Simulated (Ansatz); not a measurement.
**ZnSe: a relaxation**

Wanted: a converged relaxation for ZnSe, and a check of what comes out. The structure is shown as the input types it.

Computed with Ansatz 0.2.0 (DFT, PBEsol, PAW with Ansatz's default frozen-core files, scalar-relativistic; relaxation of cell and atoms, unless a step's input says otherwise).

### Step 1. Starting point

Symmetry: F-43m, No. 216, cubic system. The conventional cell has a = 5.668 Å, b = 5.668 Å, c = 5.668 Å, α = 90.00°, β = 90.00°, γ = 90.00°. Zn (site symmetry -43m) is surrounded by 4 Se at 2.45 Å. Se (site symmetry -43m) has 4 Zn at 2.45 Å as nearest neighbours.

Coordinates:

```
CELL_PARAMETERS angstrom
0.00000 2.83380 2.83380
2.83380 0.00000 2.83380
2.83380 2.83380 0.00000
ATOMIC_POSITIONS crystal
Zn 0.00000 0.00000 0.00000
Se 0.75000 0.75000 0.75000
```

### Step 2. Input and run

The input, input.yaml:

```yaml
crystal:
  lattice:
    - [0.0, 2.8338, 2.8338]
    - [2.8338, 0.0, 2.8338]
    - [2.8338, 2.8338, 0.0]
  atoms:
    - { symbol: Zn, position: [0.0, 0.0, 0.0] }
    - { symbol: Se, position: [0.75, 0.75, 0.75] }
kpoints:
  mp_grid: { grid: [8, 8, 8] }
scf:
  occupations: { method: fixed }
  max_iter: 75
hamiltonian:
  xc: pbesol
  pseudopotentials: { kind: paw }
relax:
  f_tol: 0.002
  max_steps: 80
  cell: {}
  max_displacement: 2.0
output:
  forces: true
  stress: true
```

Started as:

```console
$ ansatz run input.yaml --threads 1 --pin off --max-ram 2560MiB --backend cpu --events-out ev --progress --plain --runs-dir out
```

What happens when this is run?

This run ends as converged. Convergence says nothing about whether the input makes sense.

The suspect setting: relax.max_displacement is 2.0. The risk: steps too long. The run converged, but that does not make its result sound.

To check: delete relax.max_displacement (the default then holds).
